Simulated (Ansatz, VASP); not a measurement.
# One calculation of Au, two programs

```
Au
1.0
     0.00000    2.03500    2.03500
     2.03500    0.00000    2.03500
     2.03500    2.03500    0.00000
Au
1
Direct
  0.00000 0.00000 0.00000
```

Alike in both runs: task single point; functional PBE; k mesh 11 × 11 × 11; occupations gaussian, width 0.027 eV; no spin polarisation.

|  | VASP | Ansatz |
| --- | --- | --- |
| version | VASP 6.6.1 | Ansatz 0.2.0 |
| potentials or method | VASP PAW PBE potentials, release 64 (Au) | Ansatz PAW |
| plane-wave cutoff (eV) | 520 | 420 |
| valence electrons in the cell | 11 | 19 |

Ansatz gave:

- gap on the k mesh at the Fermi level (eV): none
- pressure (GPa): 10.8

Question: Which values does VASP return?

Answer: gap on the k mesh at the Fermi level (eV): none; pressure (GPa): 10.5.

A gap of «none» marks a metal or a gap that the smearing closes. The two sets of potentials don't hold the same shells in valence.

The runs have no spin-orbit coupling, so splittings on Au are missing.
